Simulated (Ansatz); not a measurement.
# Ta12S: the cost of one run

Computed with Ansatz 0.2.0 (DFT PBE, scalar-relativistic, plane waves, PAW, unless a step's input says otherwise).

6 further runs of the same task are left out: 1 that didn't finish, 5 set aside as unsound or not needed.

### Step 1. The structure to begin with

Symmetry: Fm-3m, No. 225, cubic system. Conventional cell: a = 4.223 Å, b = 4.223 Å, c = 4.223 Å, α = 90.00°, β = 90.00°, γ = 90.00°. Ta (site symmetry m-3m) has 12 Ta at 2.99 Å as nearest neighbours.

Structure file:

```xyz
1
Lattice="0.0000 2.1115 2.1115 2.1115 0.0000 2.1115 2.1115 2.1115 0.0000" Properties=species:S:1:pos:R:3 pbc="T T T"
Ta    0.0000    0.0000    0.0000
```

This cell was relaxed beforehand with the same method: volume 18.83 Å³/atom, gap on the mesh none (metal).

### Step 3. Plan of the scan

Atoms count from 1 in the order of the input.

S is moved over the surface cell; relaxed at each place: the height of the adsorbate's atoms; substrate rigid; the origin of the map has the adsorbate above Ta9.

The axes are (1) position of S13 along the first surface vector, from above Ta9: 6 values from 0.000 to 0.833, periodic; (2) position of S13 along the second surface vector, from above Ta9: 6 values from 0.000 to 0.833, periodic.

Relaxed at each point: the height of the adsorbate's atoms; substrate rigid. Points are written as (first, second).

The two vectors of the plane (Å): (2.986, 0.000, 0.000); (-1.493, 2.586, 0.000).

(The set-up runs are not shown.)

### Step 4. Point (0/6, 0/6) of the map's two axes

Contents of input.yaml:

```yaml
crystal:
  lattice:
    - [5.9723607034, 0.0, 0.0]
    - [-2.9861803517, 5.1722160897, 0.0]
    - [0.0, 0.0, 20.3075820724]
  atoms:
    - { symbol: Ta, position: [0.3333333333, 0.1666666667, 0.1969707662] }
    - { symbol: Ta, position: [0.3333333333, 0.6666666667, 0.1969707662] }
    - { symbol: Ta, position: [0.8333333333, 0.1666666667, 0.1969707662] }
    - { symbol: Ta, position: [0.8333333333, 0.6666666667, 0.1969707662] }
    - { symbol: Ta, position: [0.1666666667, 0.3333333333, 0.3153261433] }
    - { symbol: Ta, position: [0.1666666667, 0.8333333333, 0.3153261433] }
    - { symbol: Ta, position: [0.6666666667, 0.3333333333, 0.3153261433] }
    - { symbol: Ta, position: [0.6666666667, 0.8333333333, 0.3153261433] }
    - { symbol: Ta, position: [0.0, 0.0, 0.4337090472] }
    - { symbol: Ta, position: [0.0, 0.5, 0.4337090472] }
    - { symbol: Ta, position: [0.5, 0.0, 0.4337090472] }
    - { symbol: Ta, position: [0.5, 0.5, 0.4337090472] }
    - { symbol: S, position: [0.0, 0.0, 0.5696188759] }
basis:
  ecutwfc: 420
kpoints:
  mp_grid: { grid: [6, 6, 1] }
hamiltonian:
  xc: pbe
  pseudopotentials: { kind: paw, azcp: { folder: soft_1 } }
scf:
  occupations: { method: gaussian, width: 0.1 }
output:
  forces: true
  eigenvalues: true
relax:
  adjacent_minimum: "off"
  f_tol: 0.025
  max_steps: 16
  constraints:
    - { sites: [0, 1, 2, 3, 4, 5, 6, 7, 8, 9, 10, 11] }
    - { sites: [12], fix: xy }
efield:
  axis: 3
  dipole_correction: true
  ramp_width: 0.04
```

Launch:

```console
$ ansatz run input.yaml --threads 4 --pin off --max-ram 12288MiB --backend cpu --events-out ev --progress --plain --runs-dir out
```

**Question.** How long does this run take on 4 threads of Arm Neoverse N1, shared host, and how much memory does it need?

About 2.4 min, with a peak of 1.5 GiB.
